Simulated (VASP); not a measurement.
# Mo (I4/mmm) in VASP: further runs

The runs below take Mo through single point, with PBEsol.

Program: VASP 6.6.1. These are calculated values, not measurements. Logs are shortened: lines on timing, memory, paths and dates and some standing lists are left out, and cuts for length are marked.

## 1. The structure

The structure is tetragonal, space group I4/mmm (No. 139). The conventional cell has a = 2.957 Å, b = 2.957 Å, c = 3.548 Å, α = 90.00°, β = 90.00°, γ = 90.00°. Mo (site symmetry 4/mmm) is surrounded by 12 Mo at 2.74 to 2.96 Å.

This isn't the form of Mo at room conditions, which is bcc.

## 2. Single point, PBEsol

Contents of INCAR:

```
  PREC = Accurate
  ENCUT = 520
  EDIFF = 1E-6
  ISMEAR = 0
  SIGMA = 0.15
  LREAL = False
  LASPH = True
  NELM = 100
  ALGO = Fast
  ISIF = 2
  LWAVE = False
  LCHARG = False
  GGA = PS
  NBANDS = 13
```

Contents of KPOINTS:

```
regular mesh
0
Gamma
  24 24 24
```

Contents of POSCAR:

```
Mo
1.0
   -1.4783676014      1.4783676014      1.7740411216
    1.4783676014     -1.4783676014      1.7740411216
    1.4783676014      1.4783676014     -1.7740411216
Mo
1
Direct
    0.0000000000      0.0000000000      0.0000000000
```

Potentials or basis: VASP PAW PBE potentials, release 64 (Mo_sv).

On the command line:

```bash
$ cat potpaw_PBE.64/Mo_sv/POTCAR > POTCAR
$ mpirun -np 1 vasp_std > vasp.out
```

OUTCAR:

```text
PREC = Accurate
   ENCUT = 520
   EDIFF = 1E-6
   ISMEAR = 0
   LREAL = False
   LASPH = True
   NELM = 100
   ISIF = 2
   GGA = PS

 ion  position               nearest neighbor table
   1  0.000  0.000  0.000-

  LATTYP: Found a body centered tetragonal cell.
 ALAT       =     2.9567352028
 C/A-ratio  =     1.1999999999

  Lattice vectors:

 A1 = (  -1.4783676014,   1.4783676014,   1.7740411216)
 A2 = (   1.4783676014,  -1.4783676014,   1.7740411216)
 A3 = (   1.4783676014,   1.4783676014,  -1.7740411216)

Analysis of symmetry for initial positions (statically):
=====================================================================
 Subroutine PRICEL returns:
 Original cell was already a primitive cell.

 Routine SETGRP: Setting up the symmetry group for a
 body centered tetragonal supercell.

 Subroutine GETGRP returns: Found 16 space group operations
 (whereof 16 operations were pure point group operations)
 out of a pool of 16 trial point group operations.

The static configuration has the point symmetry D_4h.

Analysis of symmetry for dynamics (positions and initial velocities):
=====================================================================
 Subroutine PRICEL returns:
 Original cell was already a primitive cell.

 Routine SETGRP: Setting up the symmetry group for a
 body centered tetragonal supercell.

 Subroutine GETGRP returns: Found 16 space group operations
 (whereof 16 operations were pure point group operations)
 out of a pool of 16 trial point group operations.

The dynamic configuration has the point symmetry D_4h.

 Subroutine INISYM returns: Found 16 space group operations
 (whereof 16 operations are pure point group operations),
 and found     1 'primitive' translations

----------------------------------------------------------------------------------------

                                     Primitive cell

  volume of cell :      15.5092

  direct lattice vectors                    reciprocal lattice vectors
    -1.478367601  1.478367601  1.774041122     0.000000000  0.338210875  0.281842396
     1.478367601 -1.478367601  1.774041122     0.338210875  0.000000000  0.281842396
     1.478367601  1.478367601 -1.774041122     0.338210875  0.338210875  0.000000000

  length of vectors
     2.741963426  2.741963426  2.741963426     0.440251896  0.440251896  0.478302406

  position of ions in fractional coordinates (direct lattice)
     0.000000000  0.000000000  0.000000000

  ion indices of the primitive-cell ions
   primitive index   ion index
                 1           1

[... 81 lines left out ...]
   PSTRESS=    0.0 pullay stress
   NELECT =      14.0000    total number of electrons
   NUPDOWN=      -1.0000    fix difference up-down
   EMIN   =  10.00;   EMAX   =-10.00  energy-range for DOS
   EFERMI =   0.00;   METHOD = LEGACY
   ISMEAR =     0;   SIGMA  =   0.15  broadening in eV -4-tet -1-fermi 0-gaus
   EFERMI_NEDOS =   21; number of points for ismear=-14 and -15
   IALGO  =     68    algorithm
   IMIX   =      4    mixing-type and parameters
     AMIX     =   0.40;   BMIX     =  1.00
     AMIX_MAG =   1.60;   BMIX_MAG =  1.00
  volume/ion in A,a.u.               =      15.51       104.66
  Fermi-wavevector in a.u.,A,eV,Ry     =   1.582176  2.989878 34.059184  2.503279
  Thomas-Fermi vector in A             =   2.682139
   LORBIT       =      0    0 simple, 1 ext, 2 COOP (PROOUT), +10 PAW based schemes
   GGA     = PS    functional components
   LHFCALC =     F    Hartree Fock is set to
   AEXX    =    0.0000 exact exchange contribution
   IVDW    =     0    specifies the selected vdW correction
   LEPSILON=     F    determine dielectric tensor
   LRPA    =     F    only Hartree local field effects (RPA)
 non-spin polarized calculation
 RMM-DIIS sequential band-by-band and
 Gauss-broadening in eV      SIGMA  =   0.15
  energy-cutoff  :      520.00
  volume of cell :       15.51
 maximum number of plane-waves:       434
   NGX = 11   NGY = 11   NGZ = 11

 number of electron      14.0000001 magnetization

 Free energy of the ion-electron system (eV)
  ---------------------------------------------------
  ext. energy  EPLUGINS =         0.00000000
  ---------------------------------------------------
  free energy    TOTEN  =       -11.52453094 eV

  energy without entropy =      -11.51302737  energy(sigma->0) =      -11.51877915

 E-fermi :  12.4945     XC(G=0): -13.5664

 val. band max:       12.4927205556   @ k =   0.3750   0.0417  -0.0000
 cond. band min:      12.4971505600   @ k =  -0.1250   0.3750   0.0833
 fundamental gap:      0.0044300044
 Fermi energy:        12.4945013586

 k-point     1 :       0.0000    0.0000    0.0000
  band No.  band energies     occupation
      1     -48.5456      2.00000
      2     -21.8301      2.00000
      3     -21.8301      2.00000
      4     -21.8071      2.00000
      5       5.2839      2.00000
      6      10.9465      2.00000
      7      10.9465      2.00000
      8      12.7305      0.02605
      9      12.7646      0.01089
     10      14.9586      0.00000
     11      25.7192      0.00000
     12      28.8920      0.00000
     13      28.8920      0.00000
[... 354 lines left out ...]
  band No.  band energies     occupation
      1     -48.2812      2.00000
      2     -23.2679      2.00000
      3     -22.1815      2.00000
      4     -21.8684      2.00000
      5       7.3724      2.00000
      6      10.0851      2.00000
      7      12.5398      0.66951
      8      13.6014      0.00000
      9      15.6223      0.00000
     10      17.1312      0.00000
     11      23.8592      0.00000
     12      25.0314      0.00000
     13      30.8499      0.00000

 [... further k-points ...]

------------------------ aborting loop because EDIFF is reached ----------------------------------------

  FORCE on cell =-STRESS in cart. coord.  units (eV):
  Direction    XX          YY          ZZ          XY          YZ          ZX
  --------------------------------------------------------------------------------------
  -------------------------------------------------------------------------------------
  Total        1.0086533      1.0086533     -1.8931124      0.0000000      0.0000000      0.0000000
  in kB      104.1990918    104.1990918   -195.5682883      0.0000000      0.0000000      0.0000000
  external PRESSURE =       4.2766317 kB  Pullay stress =       0.0000000 kB

 VOLUME and BASIS-vectors are now :
 -----------------------------------------------------------------------------
  energy-cutoff  :      520.00
  volume of cell :       15.51
      direct lattice vectors                 reciprocal lattice vectors
    -1.478367601  1.478367601  1.774041122     0.000000000  0.338210875  0.281842396
     1.478367601 -1.478367601  1.774041122     0.338210875  0.000000000  0.281842396
     1.478367601  1.478367601 -1.774041122     0.338210875  0.338210875  0.000000000

 POSITION                                       TOTAL-FORCE (eV/Angst)
 -----------------------------------------------------------------------------------
      0.00000      0.00000      0.00000         0.000000      0.000000     -0.000000
 -----------------------------------------------------------------------------------
    total drift:                                0.000000     -0.000000     -0.000000

  FREE ENERGIE OF THE ION-ELECTRON SYSTEM (eV)
  ---------------------------------------------------
  free  energy   TOTEN  =       -11.5245309356 eV

  energy  without entropy=      -11.5130273737  energy(sigma->0) =      -11.51877915
```

stdout:

```text
POSCAR found type information on POSCAR Mo
 POSCAR found :  1 types and       1 ions
 scaLAPACK will be used
 -----------------------------------------------------------------------------
|                                                                             |
|                                                                             |
|     You enforced a specific xc type in the INCAR file but a different       |
|     I HOPE YOU KNOW WHAT YOU ARE DOING!                                     |
|                                                                             |
 -----------------------------------------------------------------------------

 LDA part: xc-table for (Slater+PW92), standard interpolation
 POSCAR, INCAR and KPOINTS ok, starting setup
 FFT: planning ... GRIDC
 FFT: planning ... GRID_SOFT
 FFT: planning ... GRID
 WAVECAR not read
 entering main loop
```

It took 2.2 min on 1 thread of AMD EPYC 7R43 (Zen 3), shared host; peak memory 0.26 GiB.

What came out:

- Free energy: -11.5245 eV
- Pressure: 0.4 GPa
- Band gap on the k mesh: none (metal or under the smearing width)

Levels at points of the mesh, in eV from the Fermi level:
| k point | band 5 | band 6 | band 7 | band 8 | band 9 | band 10 |
| --- | --- | --- | --- | --- | --- | --- |
| (0.00, 0.00, 0.00) | -7.21 | -1.55 | -1.55 | 0.24 | 0.27 | 2.46 |
| (0.50, 0.00, 0.00) | -5.19 | -2.41 | 0.04 | 1.40 | 3.09 | 4.50 |
| (0.50, 0.50, 0.00) | -5.46 | -4.46 | 2.79 | 3.33 | 3.43 | 5.07 |
| (0.50, 0.50, 0.50) | -5.59 | -5.14 | 3.83 | 4.43 | 4.43 | 6.22 |

Caveat: the PAW data sets were made with another functional, which shifts forces and pressure a little.

## 3. Single point, PBEsol

Contents of INCAR:

```
SYSTEM = Mo
  PREC = Accurate
  ENCUT = 520
  EDIFF = 1E-7
  ISMEAR = 0
  SIGMA = 0.15
  LREAL = .False.
  LASPH = .True.
  NELM = 100
  ALGO = Fast
  ISIF = 2
  LWAVE = .False.
  LCHARG = .False.
  GGA = PS
  NBANDS = 13
```

Contents of KPOINTS:

```
Automatic mesh
0
Gamma
  24 24 24
  0 0 0
```

Contents of POSCAR:

```
Mo
1.0
   -1.7066507299      1.7066507299      1.3311875693
    1.7066507299     -1.7066507299      1.3311875693
    1.7066507299      1.7066507299     -1.3311875693
Mo
1
Direct
    0.0000000000      0.0000000000      0.0000000000
```

Potentials or basis: VASP PAW PBE potentials, release 64 (Mo_sv).

On the command line:

```bash
$ cat potpaw_PBE.64/Mo_sv/POTCAR > POTCAR
$ mpirun -np 1 vasp_std > vasp.out
```

OUTCAR:

```text
SYSTEM = Mo
   PREC = Accurate
   ENCUT = 520
   EDIFF = 1E-7
   ISMEAR = 0
   LREAL = .False.
   LASPH = .True.
   NELM = 100
   ISIF = 2
   GGA = PS

 ion  position               nearest neighbor table
   1  0.000  0.000  0.000-

  LATTYP: Found a body centered tetragonal cell.
 ALAT       =     3.4133014598
 C/A-ratio  =     0.7800000000

  Lattice vectors:

 A1 = (  -1.7066507299,   1.7066507299,   1.3311875693)
 A2 = (   1.7066507299,  -1.7066507299,   1.3311875693)
 A3 = (   1.7066507299,   1.7066507299,  -1.3311875693)

Analysis of symmetry for initial positions (statically):
=====================================================================
 Subroutine PRICEL returns:
 Original cell was already a primitive cell.

 Routine SETGRP: Setting up the symmetry group for a
 body centered tetragonal supercell.

 Subroutine GETGRP returns: Found 16 space group operations
 (whereof 16 operations were pure point group operations)
 out of a pool of 16 trial point group operations.

The static configuration has the point symmetry D_4h.

[... 163 lines left out ...]
 cond. band min:      12.4756550519   @ k =  -0.1667  -0.2500   0.1250
 fundamental gap:      0.0024894289
 Fermi energy:        12.4734607123

 k-point     1 :       0.0000    0.0000    0.0000
  band No.  band energies     occupation
      1     -48.5340      2.00000
      2     -21.8990      2.00000
      3     -21.8990      2.00000
      4     -21.5100      2.00000
      5       5.3233      2.00000
      6       9.5717      2.00000
      7      11.7413      2.00000
      8      12.9309      0.00002
      9      12.9309      0.00002
     10      15.5884      0.00000
     11      26.3891      0.00000
     12      26.3891      0.00000
     13      31.8358      0.00000
[... 354 lines left out ...]
  band No.  band energies     occupation
      1     -48.1727      2.00000
      2     -23.3043      2.00000
      3     -22.3114      2.00000
      4     -22.0546      2.00000
      5       7.1929      2.00000
      6       8.4395      2.00000
      7      13.7450      0.00000
      8      15.0207      0.00000
      9      17.0253      0.00000
     10      17.3428      0.00000
     11      24.7041      0.00000
     12      25.5564      0.00000
     13      27.8034      0.00000

 [... further k-points ...]
[... 5 lines left out ...]
  --------------------------------------------------------------------------------------
  -------------------------------------------------------------------------------------
  Total       -0.5369207     -0.5369207      2.2861854      0.0000000      0.0000000      0.0000000
  in kB      -55.4666830    -55.4666830    236.1747577      0.0000000      0.0000000      0.0000000
  external PRESSURE =      41.7471306 kB  Pullay stress =       0.0000000 kB

 VOLUME and BASIS-vectors are now :
 -----------------------------------------------------------------------------
  energy-cutoff  :      520.00
  volume of cell :       15.51
      direct lattice vectors                 reciprocal lattice vectors
    -1.706650730  1.706650730  1.331187569     0.000000000  0.292971486  0.375604469
     1.706650730 -1.706650730  1.331187569     0.292971486  0.000000000  0.375604469
     1.706650730  1.706650730 -1.331187569     0.292971486  0.292971486  0.000000000

 POSITION                                       TOTAL-FORCE (eV/Angst)
 -----------------------------------------------------------------------------------
      0.00000      0.00000      0.00000         0.000000      0.000000      0.000000
 -----------------------------------------------------------------------------------
    total drift:                               -0.000000     -0.000000      0.000000

  FREE ENERGIE OF THE ION-ELECTRON SYSTEM (eV)
  ---------------------------------------------------
  free  energy   TOTEN  =       -11.3643894178 eV

  energy  without entropy=      -11.3552586472  energy(sigma->0) =      -11.35982403
```

stdout:

```text
POSCAR found type information on POSCAR Mo
 POSCAR found :  1 types and       1 ions
 scaLAPACK will be used
 -----------------------------------------------------------------------------
|                                                                             |
|                                                                             |
|     You enforced a specific xc type in the INCAR file but a different       |
|     I HOPE YOU KNOW WHAT YOU ARE DOING!                                     |
|                                                                             |
 -----------------------------------------------------------------------------

 LDA part: xc-table for (Slater+PW92), standard interpolation
 POSCAR, INCAR and KPOINTS ok, starting setup
 FFT: planning ... GRIDC
 FFT: planning ... GRID_SOFT
 FFT: planning ... GRID
 WAVECAR not read
 entering main loop
WARNING in EDDRMM: call to ZHEGV failed, returncode =   8  4     13
```

It took 3 min on 1 thread of AMD EPYC 7R43 (Zen 3), shared host; peak memory 0.26 GiB.

What came out:

| Item | Value |
| --- | --- |
| Free energy | -11.3644 eV |
| Pressure | 4.2 GPa |
| Band gap on the k mesh | none (metal or under the smearing width) |

Caveat: the PAW data sets were made with another functional, which shifts forces and pressure a little.

## 4. Single point, PBEsol

Contents of INCAR:

```
PREC = Accurate
ENCUT = 520
EDIFF = 1E-6
ISMEAR = 0
SIGMA = 0.15
LREAL = False
LASPH = True
NELM = 100
ALGO = Fast
ISIF = 2
LWAVE = False
LCHARG = False
GGA = PS
NBANDS = 13
```

Contents of KPOINTS:

```
Automatic mesh
0
Gamma
  24 24 24
```

Contents of POSCAR:

```
Mo
1.0
   -1.6584531586      1.6584531586      1.4096851848
    1.6584531586     -1.6584531586      1.4096851848
    1.6584531586      1.6584531586     -1.4096851848
Mo
1
Direct
    0.0000000000      0.0000000000      0.0000000000
```

On the command line:

```bash
$ cat potpaw_PBE.64/Mo_sv/POTCAR > POTCAR
$ mpirun -np 1 vasp_std > vasp.out
```

It took 3.8 min on 1 thread of AMD EPYC 7R43 (Zen 3), shared host; peak memory 0.25 GiB.

It converged, with:

* Free energy: -11.5422 eV
* Pressure: 0.4 GPa
* Band gap on the k mesh: none (metal or under the smearing width)

Stress tensor (GPa, compression positive):
```
-11.48   0.00   0.00
  0.00 -11.48   0.00
  0.00   0.00  24.16
```

Levels at points of the mesh, in eV from the Fermi level:
```
           k point  band 3  band 4  band 5  band 6  band 7  band 8  band 9  band 10  band 11  band 12
(0.00, 0.00, 0.00)  -34.36  -34.18   -7.18   -2.40   -0.30   -0.30    0.24     2.80    14.14    14.14
(0.50, 0.00, 0.00)  -34.82  -34.44   -5.34   -3.87    1.57    2.35    3.97     4.78    12.01    12.53
(0.50, 0.50, 0.00)  -34.50  -34.28   -5.11   -1.72    0.12    0.92    1.69     4.74    10.90    12.76
(0.50, 0.50, 0.50)  -35.45  -34.86   -5.59   -5.18    4.11    4.11    4.60     7.82     7.82    12.24
```

Caveat: the PAW data sets were made with another functional, which shifts forces and pressure a little.
